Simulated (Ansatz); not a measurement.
# K2S, space group Fm-3m: cell relaxations under several functionals

Program: the Python package of Ansatz (0.2.0).

Run as a notebook:

In [1]:
```python
import ansatz as az
import numpy as np
from pymatgen.core import Lattice, Structure
from pymatgen.io.ase import AseAtomsAdaptor
```

In [2]:
```python
def edges_and_angles(cell):
    cell = np.asarray(cell)
    a, b, c = np.linalg.norm(cell, axis=1)
    cosines = cell[1] @ cell[2] / (b * c), cell[0] @ cell[2] / (a * c), cell[0] @ cell[1] / (a * b)
    return (a, b, c, *np.degrees(np.arccos(cosines)))
```

In [3]:
```python
pmg_structure = Structure(
    Lattice([(0.0, 3.6955, 3.6955), (3.6955, 0.0, 3.6955), (3.6955, 3.6955, 0.0)]),
    ["K", "K", "S"],
    [
        (0.25, 0.25, 0.25),
        (0.75, 0.75, 0.75),
        (0.0, 0.0, 0.0),
    ],
)
cell = az.Crystal.from_ase(AseAtomsAdaptor.get_atoms(pmg_structure))
```

In [4]:
```python
job = (
    cell.calculation()
    .kpoints(mesh=(6, 6, 6))
    .occupations("Fixed")
    .relax(cell=True, force_tolerance=0.05)
)
```

In [5]:
```python
levels = [("pbe", "d4"), ("r2scan", "rvv10"), ("lda", "none")]
print("level            a       b       c    alpha   beta  gamma  V/atom  steps")
for name, dispersion in levels:
    seen = []
    run = job.functional(name, dispersion=dispersion).session().plan()
    done = run.execute(on_event=lambda e: seen.append(e) if e["event"] == "relax_step" else None)
    cell = done.lattice.cell_ang
    label = name if dispersion == "none" else f"{name}+{dispersion}"
    print("{:13s} {:7.4f} {:7.4f} {:7.4f} {:6.2f} {:6.2f} {:6.2f}".format(label, *edges_and_angles(cell)), f"{abs(np.linalg.det(cell)) / len(done.lattice.sites):7.3f} {len(seen):5d}")
```
```text
level            a       b       c    alpha   beta  gamma  V/atom  steps
DeckWarning: basis.ecutwfc = 420 eV, auto-derived from the records' recommended cutoffs: set by K (normal level)
pbe+d4         5.2302  5.2302  5.2302  60.00  60.00  60.00  33.723     3
DeckWarning: basis.ecutwfc = 500 eV, auto-derived from the records' recommended cutoffs: set by K (their level for a meta-GGA)
r2scan+rvv10   5.2028  5.2028  5.2028  60.00  60.00  60.00  33.196     4
lda            5.0850  5.0850  5.0850  60.00  60.00  60.00  30.992     5
```

From smallest to largest: LDA (30.99 Å³ an atom, -7.9 % against the start), r2SCAN+RVV10 (33.20 Å³ an atom, -1.3 % against the start) and PBE+D4 (33.72 Å³ an atom, +0.2 % against the start). The spread is 8.8 % in volume.

Reading the output:
- Forces vanish by symmetry, so the ions can't move, and the end may be a saddle.
- Edges and angles are those of the cell as typed, here a primitive one, not of the conventional cell.
- The starting cell is as deposited in a crystallographic database; the results hold for this polymorph, which needn't be the stable one.
- Warnings are shown shortened and without file and line.
- Run time: 36 s on 1 thread of Intel(R) Xeon(R) Processor @ 2.30GHz, on a shared host, peak memory 1 GiB.
